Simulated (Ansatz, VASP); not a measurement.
## Cross-check of Ga31P32 (V_Ga) between VASP and Ansatz

One calculation is typed for both programs; each brings its own data sets. How far apart do they land? The cell is taken from a series of runs on this material, whose earlier steps may have relaxed, scaled, displaced or heated it; both programs get it as it stands.

Main program and level: Ansatz 0.2.0; plane waves, with VASP 6.6.1 beside it; PBE.

## (1) Set-up

The cell holds 63 atoms: 31 Ga and 32 P. Cell: a = 11.012 Å, b = 11.012 Å, c = 11.012 Å, α = 90.0°, β = 90.0°, γ = 90.0°. It derives from GaP (GaP (F-43m)). Nearest the centre at fractional (0.500, 0.500, 0.500): P46 at 2.32 Å, P56 at 2.33 Å, P53 at 2.36 Å, P35 at 2.39 Å, Ga15 at 3.85 Å, Ga30 at 3.86 Å, Ga27 at 3.86 Å, Ga31 at 3.86 Å.

## (2) Ansatz: single point, PBE, pair 1

Ansatz runs on its default PAW (the set named soft_2) files.

With cell and atoms fixed, the geometry can't cause a difference; cores, projectors, grids and the points listed under the comparison can.

Contents of input.yaml:

```yaml
crystal:
  lattice:
    - [11.01196805, 0.0, 0.0]
    - [0.0, 0.0, -11.01196805]
    - [0.0, 11.01196805, 0.0]
  atoms:
    - { symbol: Ga, position: [0.0002827857, 0.00047740902, 0.00025524288] }
    - { symbol: Ga, position: [0.00014101595, 0.25104382194, 0.25066484354] }
    - { symbol: Ga, position: [0.25065422965, 0.00017860532, 0.25069352274] }
    - { symbol: Ga, position: [0.25061509902, 0.25105821616, 8.288216e-05] }
    - { symbol: P, position: [0.12538427777, 0.12557309107, 0.37483588735] }
    - { symbol: P, position: [0.12579780854, 0.37524364649, 0.12579734981] }
    - { symbol: P, position: [0.37473585608, 0.12549059505, 0.12530089904] }
    - { symbol: P, position: [0.37546524572, 0.37402716469, 0.37506803795] }
    - { symbol: Ga, position: [0.00016982168, 0.00015871514, 0.50038206278] }
    - { symbol: Ga, position: [0.00039118374, 0.25086887486, 0.75003233239] }
    - { symbol: Ga, position: [0.25004110286, 0.00020922286, 0.7504137564] }
    - { symbol: Ga, position: [0.25169196371, 0.25155932345, 0.50145749573] }
    - { symbol: P, position: [0.1250962127, 0.12552067969, 0.87547428507] }
    - { symbol: P, position: [0.12549333547, 0.37578274194, 0.62557599467] }
    - { symbol: P, position: [0.37517399702, 0.12488189512, 0.6256838719] }
    - { symbol: P, position: [0.37511284571, 0.37557319272, 0.8748089926] }
    - { symbol: Ga, position: [0.00015927843, 0.50082072941, 9.450161e-05] }
    - { symbol: Ga, position: [0.00041573602, 0.75017180513, 0.2504321938] }
    - { symbol: Ga, position: [0.25235968935, 0.50200714567, 0.25224377651] }
    - { symbol: Ga, position: [0.25025991229, 0.75023117539, 0.00032754167] }
    - { symbol: P, position: [0.12553308289, 0.6257333901, 0.37580089923] }
    - { symbol: P, position: [0.12519829805, 0.87547477276, 0.12525738226] }
    - { symbol: P, position: [0.37571309175, 0.62576849098, 0.12533805566] }
    - { symbol: P, position: [0.37529079025, 0.87491280112, 0.37529560069] }
    - { symbol: Ga, position: [0.00015203276, 0.50019569826, 0.5001659779] }
    - { symbol: Ga, position: [-0.0001009279, 0.75005725454, 0.74994943215] }
    - { symbol: Ga, position: [0.25288501091, 0.50201184262, 0.74774795586] }
    - { symbol: Ga, position: [0.25290890984, 0.74820809805, 0.5018109018] }
    - { symbol: P, position: [0.12535938507, 0.62569491844, 0.87492143455] }
    - { symbol: P, position: [0.12524093672, 0.87498796346, 0.62574687815] }
    - { symbol: P, position: [0.37844350571, 0.62194839997, 0.62175967282] }
    - { symbol: P, position: [0.37462666267, 0.87489835867, 0.87500332558] }
    - { symbol: Ga, position: [0.5003095994, 0.00015497625, 0.00012001336] }
    - { symbol: Ga, position: [0.50139752154, 0.2513468203, 0.25139581584] }
    - { symbol: Ga, position: [0.75047526402, 0.00019307213, 0.25006014378] }
    - { symbol: Ga, position: [0.75016229502, 0.25075598127, 0.00026746478] }
    - { symbol: P, position: [0.6257040791, 0.12486301574, 0.3751143504] }
    - { symbol: P, position: [0.62562190773, 0.37561106067, 0.12530186696] }
    - { symbol: P, position: [0.87553638461, 0.12550074541, 0.1251280831] }
    - { symbol: P, position: [0.87480223122, 0.37559731631, 0.37511765232] }
    - { symbol: Ga, position: [0.50019671002, 1.24081e-05, 0.50015450483] }
    - { symbol: Ga, position: [0.50039728263, 0.25174569963, 0.74875285842] }
    - { symbol: Ga, position: [0.74996242903, 6.706711e-05, 0.74991326517] }
    - { symbol: Ga, position: [0.74860972442, 0.25183840294, 0.50029513624] }
    - { symbol: P, position: [0.62578976207, 0.12533112932, 0.87518136191] }
    - { symbol: P, position: [0.62339555939, 0.375217105, 0.62354207361] }
    - { symbol: P, position: [0.87517246325, 0.12545402082, 0.62575789662] }
    - { symbol: P, position: [0.87457006015, 0.37510546137, 0.874497099] }
    - { symbol: Ga, position: [0.50020177654, 0.50016498833, 9.63479e-05] }
    - { symbol: Ga, position: [0.50165208056, 0.74843845813, 0.25254771325] }
    - { symbol: Ga, position: [0.74780455088, 0.50176837399, 0.25262542034] }
    - { symbol: Ga, position: [0.75005070701, 0.75008213484, -8.04731e-05] }
    - { symbol: P, position: [0.62187860703, 0.62223969651, 0.37777717633] }
    - { symbol: P, position: [0.62580186016, 0.87509286724, 0.12513273455] }
    - { symbol: P, position: [0.8750329255, 0.62571704284, 0.12538750696] }
    - { symbol: P, position: [0.87496970074, 0.87481182948, 0.37471769907] }
    - { symbol: Ga, position: [0.49881392503, 0.74798578901, 0.74751059308] }
    - { symbol: Ga, position: [0.74749382314, 0.50077919923, 0.74759151031] }
    - { symbol: Ga, position: [0.7473535999, 0.7479396525, 0.4990014254] }
    - { symbol: P, position: [0.62474961681, 0.62543213284, 0.87475266334] }
    - { symbol: P, position: [0.62507131048, 0.8748812262, 0.6251327299] }
    - { symbol: P, position: [0.87464949471, 0.62536116825, 0.6247130192] }
    - { symbol: P, position: [0.87528068908, 0.8753455321, 0.87522913681] }
  host:
    repeats: [2, 2, 2]
    atoms:
      - { symbol: Ga, position: [0.0, 0.0, 0.0] }
      - { symbol: Ga, position: [0.0, 0.5, 0.5] }
      # ... 6 more atoms of the perfect host
basis:
  ecutwfc: 420
  xc_grid: 2
hamiltonian:
  xc: pbe
kpoints:
  mp_grid: { grid: [1, 1, 1] }
magnetization:
  spin_polarized: true
  initial_magnetization: 3
  spin_locking: { lock_magnetization: hard }
scf:
  occupations: { method: fermi_dirac, width: 0.01 }
  max_iter: 60
output:
  forces: true
  charged_corrections:
    epsilon: 10.63
    static_epsilon: 12.86
    defect_position: [0.5, 0.5, 0.5]
checkpoint:
  read: "../q0_M3.relax_smeared.run"
  write: "../cc0.q0_M3.l1.5.run"
  compress: false
  write_wavefunctions: false
  write_every: 100000
```

Started as:

```
$ ansatz run input.yaml --threads 8 --pin off --max-ram 14131MiB --backend cpu --events-out ev --progress --plain --runs-dir out
```

Numbers of over 12 decimals in the logs are rounded to 6 here.

The log of the run:

```text
Warning: checkpoint.read: the run can stay near the saved state's solution: 63 site(s) moved relative to the saved geometry (max |Δs| = 4.171e-3 fractional); the SCF starts from the saved state under `checkpoint.density_extrapolation: transplant`, in force with no word given; its orbitals are not used off its sites. A run without `checkpoint.read` takes nothing of the state. A lower free energy from it at the same positions (and U, V and field ramp, if any), with starting moments typed, shows a solution that this start missed, and an equal or higher one rules none out (checkpoint.read, Limitations, in the input reference)
Engine: ansatz 0.2.0, aarch64-unknown-linux-gnu
Pseudopotentials: kind: paw
Pseudopotential: Ga, paw, valence charge 13, recommended cutoff 420 eV (normal), Ga.paw.azcp
Pseudopotential: P, paw, valence charge 5, recommended cutoff 420 eV (normal), P.paw.azcp
Functional definition: PBE
  parameter kappa = 0.804
  parameter beta = 0.066725
  exchange = pbe_x(kappa = kappa, mu = beta*pi^2/3)
  correlation = pbe_c(beta = beta)
Crystal: 63 atoms, lattice volume = 1335.349 Å³
Basis set: ecut = 420 eV, 26001 PW (Γ), exchange–correlation on 150×150×150 points (8 copies of the dense FFT grid, shifted against one another)
Bands: 346, of which v1, the nominal top of the filled ones, is band 282 counted from 1 (281 counted from 0)
Symmetry: 1 space group operations
Space group: P1 (ITA 1), of the structure as read, at distance tolerance 1.1e-4 Å
Magnetic group: BNS 1.1 (UNI 1), of the structure as read, at distance tolerance 1.1e-4 Å
k-points: 1
Non-local potential: Ga, projectors of the file, l = 0: 2, l = 1: 2, l = 2: 3, l = 3: 1
Non-local potential: P, projectors of the file, l = 0: 2, l = 1: 2, l = 2: 2
PAW form: soft (Blöchl's): semilocal exchange-correlation on the pseudo side does not see the compensation charge
PAW one-centre angular grid: Ga, 590 points (default); XC on 64 Gauss nodes
PAW one-centre angular grid: P, 110 points (default); XC on 64 Gauss nodes
Initial density: read from a saved state, or passed on in memory by an earlier SCF of this step, an earlier step, the calling program or the single point that the run made first, carried with its atoms to this geometry
Starting moments: Σ|m| = 3 μB on 63 of 63 sites; this step starts from the density that it was given
Initial wavefunctions: pseudopotential atomic-orbital guess
Functional: x = pbe(κ = 0.804, μ = 0.219515), c = pbe(β = 0.066725)
iter 1 solved again at ethr=5.00e-6 eV; its pass at ethr=3.10e-3 eV (dr2=2.81e-2 eV) is discarded
SCF iter   1: F=—  HF=-141474.366777 eV  |F-HF|=—  |Δ(HF+E_count)|=         —  Δρ=1.21e-3 (↑9.28e-4 ↓1.21e-3)  dr2=2.49e-2  dr2_m=1.52e-3  M=3.000 μB ∫|m|=3.194 μB  β_m=0.30  ethr=5.00e-6  ⟨swp⟩=7.0  Hψ=4749  notcnv=0  defer=1
preconditioner: auto → Resta (q_TF=auto, 2.363 Å⁻¹)  ε∞=4.1  [insulator: Δε(μ)=0.610 eV  Ē_g=13.763 eV  σ=0.010 eV  W_gap=1.00  n_scr=304 (ndim 8)  ℏωp=24.1 eV  f_vac=0.014  D(μ)=0.00/eV (n_scr^D=0)  ε∞_Penn≈4.1]
spin=Collinear: Resta preconditioning applied to the charge; magnetization (m = ρ↑ − ρ↓) channel mixes plain (no charge-response kernel on spin).
SCF iter   2: F=—  HF=-141474.366442 eV  |F-HF|=—  |Δ(HF+E_count)|=   3.36e-4  Δρ=8.58e-4 (↑6.73e-4 ↓8.58e-4)  dr2=1.23e-2  dr2_m=8.02e-4  M=3.000 μB ∫|m|=3.193 μB  β_m=0.65  ethr=4.43e-6  ⟨swp⟩=2.0  Hψ=794  notcnv=0
SCF iter   3: F=—  HF=-141474.367196 eV  |F-HF|=—  |Δ(HF+E_count)|=   7.54e-4  Δρ=1.36e-4 (↑7.91e-5 ↓1.36e-4)  dr2=1.22e-3  dr2_m=5.12e-5  M=3.000 μB ∫|m|=3.194 μB  β_m=0.61  ethr=2.18e-6  ⟨swp⟩=4.0  Hψ=1074  notcnv=0  defer=1
SCF iter   4: F=—  HF=-141474.367146 eV  |F-HF|=—  |Δ(HF+E_count)|=   4.98e-5  Δρ=4.77e-5 (↑3.53e-5 ↓4.77e-5)  dr2=4.91e-5  dr2_m=7.29e-6  M=3.000 μB ∫|m|=3.193 μB  β_m=0.79  ethr=2.17e-7  ⟨swp⟩=2.5  Hψ=1034  notcnv=0
SCF iter   5: F=—  HF=-141474.366461 eV  |F-HF|=—  |Δ(HF+E_count)|=   6.85e-4  Δρ=1.40e-5 (↑1.14e-5 ↓1.40e-5)  dr2=1.25e-5  dr2_m=5.97e-7  M=3.000 μB ∫|m|=3.193 μB  β_m=0.77  ethr=8.72e-9  ⟨swp⟩=3.0  Hψ=1370  notcnv=0
SCF iter   6: F=—  HF=-141474.366462 eV  |F-HF|=—  |Δ(HF+E_count)|=   9.13e-7  Δρ=5.89e-6 (↑4.21e-6 ↓5.89e-6)  dr2=1.78e-6  dr2_m=1.23e-7  M=3.000 μB ∫|m|=3.193 μB  β_m=0.77  ethr=2.22e-9  ⟨swp⟩=2.0  Hψ=1315  notcnv=0
SCF iter   7: F=—  HF=-141474.366463 eV  |F-HF|=—  |Δ(HF+E_count)|=   4.76e-7  Δρ=1.62e-6 (↑1.62e-6 ↓1.60e-6)  dr2=1.64e-7  dr2_m=4.43e-9  M=3.000 μB ∫|m|=3.193 μB  β_m=0.75  ethr=3.17e-10  ⟨swp⟩=2.5  Hψ=1322  notcnv=0
SCF iter   8: F=-141474.366463 eV  HF=-141474.366463 eV  |F-HF|=2.39e-9  |Δ(HF+E_count)|=   5.79e-8  Δρ=6.59e-7 (↑6.01e-7 ↓6.59e-7)  dr2=2.37e-8  dr2_m=3.67e-10  M=3.000 μB ∫|m|=3.193 μB  ethr=1.78e-11  ⟨swp⟩=10.0  Hψ=3182  notcnv=0
SCF 1 converged in 8 iterations: F = -141474.366463 eV  dr2 = 2.37e-8
[...]
atom  23  P      0.00657522    -0.01503755    -0.03868452
  atom  24  P     -0.00346149    -0.00479582    -0.01046028
  atom  25  Ga     0.00069073    -0.00075312     0.00130610
  atom  26  Ga    -0.00159553    -0.01490576     0.02344514
  atom  27  Ga     0.00152825    -0.01185389    -0.00059494
  atom  28  Ga     0.00391278     0.01867229     0.03136647
  atom  29  P      0.00651006    -0.00030323    -0.01849520
  atom  30  P      0.00777970    -0.00788839    -0.01240900
  atom  31  P      0.01491518     0.01478852    -0.03619160
  atom  32  P      0.03017396     0.00356719    -0.01769618
  atom  33  Ga    -0.02931989    -0.00159064     0.00460896
  atom  34  Ga    -0.13561431     0.03113937    -0.02856625
  atom  35  Ga    -0.00419105     0.00424196     0.01619654
  atom  36  Ga     0.00555728    -0.02023706     0.00668381
  atom  37  P      0.01029074    -0.00043583     0.00171653
  atom  38  P      0.01358330    -0.00123761    -0.00678573
  atom  39  P     -0.00494613     0.00977928    -0.01652102
  atom  40  P      0.00229695    -0.00486022    -0.00333255
  atom  41  Ga     0.00015781     0.00044445    -0.00343933
  atom  42  Ga     0.06391926    -0.02951129    -0.01556306
  atom  43  Ga    -0.00825095    -0.01009334     0.00008496
  atom  44  Ga    -0.02569893     0.07243061    -0.01543369
  atom  45  P     -0.02350904     0.01499586     0.00567969
  atom  46  P      0.03366758     0.02579318    -0.10193357
[...]
atom  56  P      0.00536575     0.03441153    -0.02123573
  atom  57  Ga    -0.04548241    -0.01570574     0.03351703
  atom  58  Ga    -0.02983766    -0.03377139     0.17840481
  atom  59  Ga    -0.01368587    -0.06421891     0.03434866
  atom  60  P      0.00722339     0.02005306    -0.03711985
  atom  61  P      0.01032937     0.01536592    -0.01841360
  atom  62  P      0.02303901     0.01138672    -0.03504521
  atom  63  P      0.00208709     0.00279490    -0.01301328
  max |Σ_I F_I| component: 2.67e-5 eV/Å
--- Band table (eV) ---
  k-point 0 ↑: bands = [... 278 lower, 6.0365, 6.0487, 6.6147, 6.6210, 6.6372, 8.0938, 8.1109, 8.1138, ... 60 higher]
  k-point 0 ↓: bands = [... 278 lower, 6.2884, 6.3035, 6.9131, 6.9374, 6.9909, 8.1129, 8.1371, 8.1399, ... 60 higher]
```

## (3) VASP: single point, PBE, pair 1

The same cell, functional, mesh and smearing now go to VASP, with its own data sets.

Lines of VASP's logs that name or quote its potential files are left out, and so is its time.

Contents of INCAR:

```
SYSTEM = Ga31P32
PREC = Accurate
ENCUT = 400
EDIFF = 1E-06
NELM = 200
ISMEAR = -1
SIGMA = 0.01
LREAL = Auto
ALGO = Normal
GGA = PE
NBANDS = 328
ISPIN = 2
MAGMOM = 0 0 0 0 0.01 0 0 0 0.01 0 0 0 -0 0 0 0 0.01 0 0 0 -0 0 0 0 -0 0 0 0 0 0 0 0.04 0.04 0.04 0.25 0.02 0.01 0.01 0.01 0.01 0.02 0.01 0.01 0.04 0.04 0.22 0.04 0.01 0.01 0.02 0.01 0.04 0.24 0.04 0.04 0.22 0.04 0.04 0.04 0.01 0.01 0.01 0.02
LORBIT = 11
LWAVE = .FALSE.
LCHARG = .FALSE.
ISIF = 2
NUPDOWN = 3
LASPH = .TRUE.
GGA_COMPAT = .FALSE.
NCORE = 2
```

Contents of POSCAR:

```
Ga31P32
1.0
   11.0119680541      0.0000000000      0.0000000000
    0.0000000000      0.0000000000    -11.0119680541
    0.0000000000     11.0119680541      0.0000000000
Ga P
31 32
Direct
    0.0002827857      0.0004774090      0.0002552429
    0.0001410160      0.2510438219      0.2506648435
    0.2506542296      0.0001786053      0.2506935227
    0.2506150990      0.2510582162      0.0000828822
    0.0001698217      0.0001587151      0.5003820628
    0.0003911837      0.2508688749      0.7500323324
    0.2500411029      0.0002092229      0.7504137564
    0.2516919637      0.2515593234      0.5014574957
    0.0001592784      0.5008207294      0.0000945016
    0.0004157360      0.7501718051      0.2504321938
    0.2523596894      0.5020071457      0.2522437765
    0.2502599123      0.7502311754      0.0003275417
    0.0001520328      0.5001956983      0.5001659779
    0.9998990721      0.7500572545      0.7499494322
    0.2528850109      0.5020118426      0.7477479559
    0.2529089098      0.7482080980      0.5018109018
    0.5003095994      0.0001549763      0.0001200134
    0.5013975215      0.2513468203      0.2513958158
    0.7504752640      0.0001930721      0.2500601438
    0.7501622950      0.2507559813      0.0002674648
    0.5001967100      0.0000124081      0.5001545048
    0.5003972826      0.2517456996      0.7487528584
    0.7499624290      0.0000670671      0.7499132652
    0.7486097244      0.2518384029      0.5002951362
    0.5002017765      0.5001649883      0.0000963479
    0.5016520806      0.7484384581      0.2525477132
    0.7478045509      0.5017683740      0.2526254203
    0.7500507070      0.7500821348      0.9999195269
    0.4988139250      0.7479857890      0.7475105931
    0.7474938231      0.5007791992      0.7475915103
    0.7473535999      0.7479396525      0.4990014254
    0.1253842778      0.1255730911      0.3748358873
    0.1257978085      0.3752436465      0.1257973498
    0.3747358561      0.1254905950      0.1253008990
    0.3754652457      0.3740271647      0.3750680379
    0.1250962127      0.1255206797      0.8754742851
    0.1254933355      0.3757827419      0.6255759947
    0.3751739970      0.1248818951      0.6256838719
    0.3751128457      0.3755731927      0.8748089926
    0.1255330829      0.6257333901      0.3758008992
    0.1251982981      0.8754747728      0.1252573823
    0.3757130918      0.6257684910      0.1253380557
    0.3752907903      0.8749128011      0.3752956007
    0.1253593851      0.6256949184      0.8749214346
    0.1252409367      0.8749879635      0.6257468782
    0.3784435057      0.6219484000      0.6217596728
    0.3746266627      0.8748983587      0.8750033256
    0.6257040791      0.1248630157      0.3751143504
    0.6256219077      0.3756110607      0.1253018670
    0.8755363846      0.1255007454      0.1251280831
    0.8748022312      0.3755973163      0.3751176523
    0.6257897621      0.1253311293      0.8751813619
    0.6233955594      0.3752171050      0.6235420736
    0.8751724633      0.1254540208      0.6257578966
    0.8745700602      0.3751054614      0.8744970990
    0.6218786070      0.6222396965      0.3777771763
    0.6258018602      0.8750928672      0.1251327345
    0.8750329255      0.6257170428      0.1253875070
    0.8749697007      0.8748118295      0.3747176991
    0.6247496168      0.6254321328      0.8747526633
    0.6250713105      0.8748812262      0.6251327299
    0.8746494947      0.6253611683      0.6247130192
    0.8752806891      0.8753455321      0.8752291368
```

Contents of KPOINTS:

```
Automatic mesh
0
Gamma
1 1 1
0 0 0
```

Potentials, in the order of the species: Ga_d and P (PBE family, release 64).

Started as:

```
$ mpirun -np 8 vasp_gam
```

The log of the run:

```text
[banner, memory and clock lines left out]
running    8 mpi-ranks, on    1 nodes
[...]
LDA part: xc-table for (Slater+PW92), standard interpolation
 POSCAR, INCAR and KPOINTS ok, starting setup
[...]
entering main loop
       N       E                     dE             d eps       ncg     rms          rms(c)
DAV:   1     0.900568587954E+04    0.90057E+04   -0.19821E+05  1432   0.251E+03
DAV:   2     0.213349329092E+04   -0.68722E+04   -0.66480E+04  1312   0.708E+02
DAV:   3     0.110027944669E+02   -0.21225E+04   -0.20066E+04  1672   0.246E+02
DAV:   4    -0.272061648878E+03   -0.28306E+03   -0.27414E+03  1656   0.875E+01
[...]
DAV:  17    -0.280677703792E+03   -0.60811E-05   -0.50717E-05  1408   0.468E-02    0.696E-03
DAV:  18    -0.280677706456E+03   -0.26638E-05   -0.36061E-05  1760   0.178E-02    0.273E-03
DAV:  19    -0.280677706478E+03   -0.22264E-07   -0.20835E-06   864   0.794E-03
   1 F= -.28067771E+03 E0= -.28067771E+03  d E =-.147759E-11  mag=     3.0000
```

Parts of OUTCAR (step 3):

```text
  FREE ENERGIE OF THE ION-ELECTRON SYSTEM (eV)
  ---------------------------------------------------
  free  energy   TOTEN  =      -280.6777064781 eV

  energy  without entropy=     -280.6777064781  energy(sigma->0) =     -280.67770648

 magnetization (x)
# of ion       s       p       d       tot
------------------------------------------
    1       -0.001   0.000   0.002   0.002
    2       -0.001  -0.000   0.002   0.001
    3       -0.001  -0.000   0.002   0.001
    4       -0.001  -0.000   0.002   0.001
    5       -0.003   0.009   0.005   0.012
    6       -0.001  -0.000   0.002   0.001
    7       -0.001  -0.000   0.002   0.001
    8       -0.003   0.003   0.006   0.007
    9       -0.003   0.009   0.005   0.012
   10       -0.001  -0.000   0.002   0.001
   11       -0.003   0.003   0.006   0.006
   12       -0.001  -0.000   0.002   0.001
   13       -0.000  -0.001   0.001  -0.000
[...]
--------------------------------------------------
tot          0.035   1.468   0.122   1.625

[... 1 further part left out ...]
```

The run ends at a pressure of -0.21 GPa, with forces up to 0.23 eV/Å.

## (4) Differences

Known differences besides the potentials themselves: VASP starts from the moments at which Ansatz ended; the cutoff is 420 eV in Ansatz and 400 eV in VASP (PREC = Accurate, projectors in real space); site moments are counted in spheres of each program's own size. Total energies have different zeros and are not compared.

Compared:

| quantity | Ansatz | VASP | difference |
| --- | --- | --- | --- |
| total moment, fixed by the input (μB) | 3.00 | 3.00 | 0.00 |
| moment on P35 (μB) | 0.25 | 0.23 | +0.02 |
| moment on P53 (μB) | 0.24 | 0.22 | +0.02 |
| moment on P56 (μB) | 0.22 | 0.21 | +0.02 |
| moment on P46 (μB) | 0.22 | 0.20 | +0.02 |

Forces on 10 of the 63 atoms, those with the largest forces and the largest differences (eV/Å; atoms numbered as in POSCAR):

| atom | Ansatz x, y, z | VASP x, y, z |
| --- | --- | --- |
| Ga8 | 0.030, -0.154, -0.029 | 0.031, -0.157, -0.031 |
| Ga9 | -0.002, 0.001, 0.108 | -0.003, 0.001, 0.112 |
| Ga11 | 0.034, 0.037, 0.227 | 0.035, 0.038, 0.229 |
| Ga15 | 0.002, -0.012, -0.001 | 0.004, -0.013, -0.004 |
| Ga16 | 0.004, 0.019, 0.031 | 0.006, 0.022, 0.033 |
| Ga18 | -0.136, 0.031, -0.029 | -0.139, 0.032, -0.029 |
| Ga27 | -0.011, 0.004, -0.010 | -0.012, 0.006, -0.014 |
| Ga30 | -0.030, -0.034, 0.178 | -0.030, -0.034, 0.181 |
| P35 | -0.016, 0.008, -0.091 | -0.014, 0.009, -0.093 |
| P53 | 0.034, 0.026, -0.102 | 0.033, 0.025, -0.103 |

The forces differ by 1.4 meV/Å r.m.s., which is 3.8 % of the r.m.s. force of 0.037 eV/Å (both taken over all components).

(Continued in part 2 of 2.)

[Lines on the potential files, build, host, timing and source positions are cut from VASP's logs without a mark.]

[Logs are printed without paths, hosts, clocks, repeated set-up lines and the standing remarks that a program may print on its own settings, such as how far it seeks lower states.]

[Hosts, paths, dates, database ids (printed as entryN), source tags and the programs' standing remarks are cut or masked in the printed files.]
